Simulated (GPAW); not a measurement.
# 2H-MoTe2 monolayer in an electric field, part 2 of 2

Wanted: the out-of-plane polarisability of 2H-MoTe2 monolayer.

GPAW 26.7.0; GPAW, PAW setups; layer in a repeated cell with vacuum, relaxation of atoms and in-plane cell (the session's first sound run).

So far, dipole along the normal (e·Å): step 2 (relaxing the atoms) -6.1e-4; step 3 (the slab's potential) -9.4e-4; step 4 (field on) -0.0758; step 5 (In a field) -0.0379.

### Step 8. In a field (continued)

Level of this step: GPAW, PAW setups; slab in vacuum (GPAW).

The electrostatic potential energy of an electron (without an applied field's), less the Fermi level, planar mean by z:

z (Å), electrostatic potential energy of an electron (without an applied field's), less the Fermi level, planar mean (eV) and a bar from the least value:
```
        0        4.3 ##############################
        1        4.7 ##############################
        2        4.7 ##############################
        3        4.7 ##############################
        4        4.7 ##############################
        5        4.7 ##############################
        6        4.6 ##############################
        7        4.4 ##############################
        8        0.6 #########################
        9      -20.7 
       10       -4.7 ###################
       11      -15.7 ######
       12       -7.9 ###############
       13      -13.1 #########
       14        2.7 ############################
       15        4.0 #############################
       16        4.0 #############################
       17        4.0 #############################
       18        4.0 #############################
       19        4.0 #############################
       20        4.0 #############################
       21        4.0 #############################
```

The dipole is now 0.0379 e Å, against -9.4e-4 in the run without a field.

### Step 9. Field on

run.py

```python
import json
import numpy as np
from ase import Atoms
from gpaw import GPAW, PW
from gpaw.external import ConstantElectricField

slab = Atoms(
    ['Te', 'Mo', 'Te'],
    positions=[
        [-0.00000, 2.04778, 9.00000],
        [0.00000, 0.00000, 10.80584],
        [-0.00000, 2.04778, 12.61167]],
    cell=[[3.54686, -0.0, 0.0], [-1.77343, 3.07167, 0.0], [0.0, 0.0, 21.6117]],
    pbc=[True, True, False])

slab.calc = GPAW(mode=PW(400), xc='PBE', kpts={'size': (9, 9, 1), 'gamma': True},
                 occupations={'name': 'fermi-dirac', 'width': 0.05}, nbands='160%',
                 convergence={'density': 1e-05}, maxiter=200,
                 poissonsolver={'dipolelayer': 'xy'},
                 external=ConstantElectricField(0.2, [0, 0, 1]),
                 symmetry={'tolerance': 1e-3}, txt='slab.txt')
result = {}
energy = slab.get_potential_energy()
fermi = slab.calc.get_fermi_level()
v = slab.calc.get_electrostatic_potential().mean((0, 1)) - fermi
n = slab.calc.get_pseudo_density().mean((0, 1))
L = slab.cell[2, 2]
z = np.arange(len(v)) * L / len(v)
low, high = slab.positions[:, 2].min(), slab.positions[:, 2].max()
below, above = np.interp([low - 6.8, high + 6.8], z, v)
slopes = [np.interp(x, z, np.gradient(v, z)) for x in (low - 6.8, high + 6.8)]
eps = np.array([[slab.calc.get_eigenvalues(k, s) for k in range(len(slab.calc.get_ibz_k_points()))]
                for s in range(slab.calc.get_number_of_spins())]) - fermi
top, bottom = eps[eps < 0].max(), eps[eps > 0].min()
dipole = slab.get_dipole_moment()[2]
print(f'energy {energy:.4f} eV, Fermi level {fermi:.4f} eV, dipole {dipole:.5f} e A')
print(f'potential 6.8 A off the faces, from the Fermi level: lower {below:.4f} eV, upper {above:.4f} eV')
print(f'slope of the potential there: lower {slopes[0]:.5f}, upper {slopes[1]:.5f} eV/A')
print(f'nearest levels on the mesh: {top:.4f} and {bottom:.4f} eV')
print('magnetic moment', round(slab.get_magnetic_moment(), 3))
result.update(energy=energy, fermi=fermi, dipole=dipole, below=below, above=above, slopes=slopes, edges=[top, bottom],
              z=z.tolist(), v=v.tolist(), n=n.tolist(), positions=slab.positions.tolist(),
              forces=slab.get_forces(apply_constraint=False).tolist(), moments=slab.get_magnetic_moments().tolist())
json.dump(result, open('result.json', 'w'))
```

On the command line:

```sh
$ OMP_NUM_THREADS=1 OPENBLAS_NUM_THREADS=1 python run.py
```

Log:

```text
energy -18.4834 eV, Fermi level -0.2552 eV, dipole 0.07575 e A
potential 6.8 A off the faces, from the Fermi level: lower 4.9806 eV, upper 3.7224 eV
slope of the potential there: lower 0.00007, upper -0.00008 eV/A
nearest levels on the mesh: -0.5407 and 0.5379 eV
magnetic moment 0.0
```

Elapsed: 66 s, on 1 thread of Arm Neoverse V2, shared host; peak memory 0.28 GiB.

The dipole is now 0.0758 e Å, against -9.4e-4 in the run without a field.

### Step 10. Field on

run.py: that of step 9 with these lines changed.

```diff
@@ -19,3 +19,3 @@
                  poissonsolver={'dipolelayer': 'xy'},
-                 external=ConstantElectricField(0.2, [0, 0, 1]),
+                 external=ConstantElectricField(0.3, [0, 0, 1]),
                  symmetry={'tolerance': 1e-3}, txt='slab.txt')
```

Log:

```text
energy -18.4928 eV, Fermi level -0.2583 eV, dipole 0.11368 e A
potential 6.8 A off the faces, from the Fermi level: lower 5.3003 eV, upper 3.4121 eV
slope of the potential there: lower 0.00007, upper -0.00008 eV/A
nearest levels on the mesh: -0.5407 and 0.5379 eV
magnetic moment 0.0
```

Wall time 66 s (1 thread); peak memory 0.28 GiB.

The dipole is now 0.114 e Å, against -9.4e-4 in the run without a field.

### Step 11. The series

The members are put on one axis.

This step: induced dipole against applied field (GPAW 26.7.0).

Dipole along the normal against field:

| field (V/Å) | dipole along the normal (e·Å) |
| --- | --- |
| -0.200 | -0.0758 |
| -0.100 | -0.0379 |
| -0.050 | -0.0189 |
| 0.000 | -9.4e-4 |
| 0.050 | 0.0189 |
| 0.100 | 0.0379 |
| 0.200 | 0.0758 |
| 0.300 | 0.114 |

### Step 12. What came out

- work function, upper and lower face (Fermi level placed in the gap by the smearing): 4.351 and 4.345 eV
- ionisation energy from the upper face (highest filled level on the mesh): 4.89 eV
- electron affinity from the upper face (lowest empty Kohn-Sham level on the mesh): 3.81 eV
- dipole along the normal: -9.4e-4 e Å, near the numerical noise
- induced dipole per field: 0.379 e Å per V/Å
- out-of-plane polarisability per area, α/(ε0 A): 6.29 Å

In words: The field induces 0.379 e Å per V/Å, a polarisable thickness α/(ε0 A) of 6.29 Å beside 3.61 Å between the outermost nuclei. A perfect conductor would give the distance between its two image planes; a dielectric of thickness t gives t(1 - 1/ε). The levels nearest the Fermi level on the mesh lie 1.08 eV apart, so the slab is gapped there: the smearing puts the Fermi level inside the gap, and from either face the ionisation energy is the work function plus 0.54 eV. Both are Kohn-Sham levels on the mesh, and semilocal gaps are too small, so the affinity tends to come out too large and the ionisation energy too small. The induced dipole is linear in the field over this range. With elements this heavy, spin-orbit coupling can move band edges by tenths of an eV. The small printed dipole stands for a step of 16 meV from the lower to the upper face, and the probes find 5.5 meV; values this small are near the numerical noise of both. The layer's cell and atoms come from the relaxation; spin-orbit coupling and temperature are left out.

[Logs are printed without paths, hosts, clocks, repeated set-up lines and the standing remarks that a program may print on its own settings, such as how far it seeks lower states.]

[Hosts, paths, dates, database ids (printed as entryN), source tags and the programs' standing remarks are cut or masked in the printed files.]
